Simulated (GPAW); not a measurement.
A run of GPAW 26.7.0:

Contents of run.py:

```python
import json
import numpy as np
from ase import Atoms
from ase.dft.bandgap import bandgap
from ase.io import write
from gpaw import GPAW, PW
from gpaw.response.g0w0 import G0W0

atoms = Atoms(['N', 'N', 'B', 'B'],
              cell=[[2.49824, 0.0, 0.0],
                    [-1.24912, 2.1635393048, 0.0],
                    [0.0, 0.0, 6.6357]],
              scaled_positions=[[0.6666666667, 0.3333333333, 0.25],
                                [0.3333333333, 0.6666666667, 0.75],
                                [0.6666666667, 0.3333333333, 0.75],
                                [0.3333333333, 0.6666666667, 0.25]],
              pbc=True)

calc = GPAW(mode=PW(600),
            xc='PBE',
            kpts={'size': (6, 6, 2), 'gamma': True},
            occupations={'name': 'fermi-dirac', 'width': 0.001},
            nbands=18,
            convergence={'density': 1e-06},
            maxiter=150,
            txt='gpaw.txt')
atoms.calc = calc
energy = atoms.get_potential_energy()
calc.write('gs.gpw')
write('result.traj', atoms)
print(f'Energy: {energy:.6f} eV')
print('Fermi level:', round(calc.get_fermi_level(), 4), 'eV')
print(f'Gap: {bandgap(calc)[0]:.4f} eV, direct: {bandgap(calc, direct=True)[0]:.4f} eV')

calc.diagonalize_full_hamiltonian(nbands=234)
calc.write('full.gpw', mode='all')

ibz = calc.get_ibz_k_points()
gap, vbm, cbm = bandgap(calc, output=None)
gap, direct, _ = bandgap(calc, direct=True, output=None)
gamma = int(np.abs(ibz).sum(1).argmin())
kpts = sorted({gamma, vbm[1], cbm[1], direct[1]})
gw = G0W0(calc='full.gpw',
          filename='gw',
          ecut=200,
          ecut_extrapolation=True,
          relbands=(-2, 2),
          kpts=kpts,
          integrate_gamma='WS',
          ppa=True)
gw.calculate()
results = {mode: {key: np.asarray(r[key]).tolist() for key in ['f', 'eps', 'vxc', 'exx', 'sigma', 'Z', 'qp', 'sigma_eskn']}
           for mode, r in gw.all_results.items()}
json.dump({'kpts': ibz[kpts].tolist(), 'results': results}, open('gw.json', 'w'))
for mode, r in results.items():
    f, qp = np.array(r['f']), np.array(r['qp'])
    print(mode, 'quasiparticle energies (eV):')
    print(qp.round(3))
    print(mode, 'gap:', round(qp[f < 0.5].min() - qp[f > 0.5].max(), 4), 'eV')
```

Potentials or basis: GPAW PAW data sets (gpaw-data 1.2.1), pw.

The run is started by

```sh
$ OMP_NUM_THREADS=1 python run.py
```

Hardware: 1 thread of Intel(R) Xeon(R) 6975P-C (Granite Rapids) (shared host).

How long does it take, and how much memory?

Wall time 8.2 min on 1 thread of Intel(R) Xeon(R) 6975P-C (Granite Rapids) (shared host), peak memory 0.41 GiB. Counts: scf iterations 12, plane waves 1224, bands 18, k points 14.
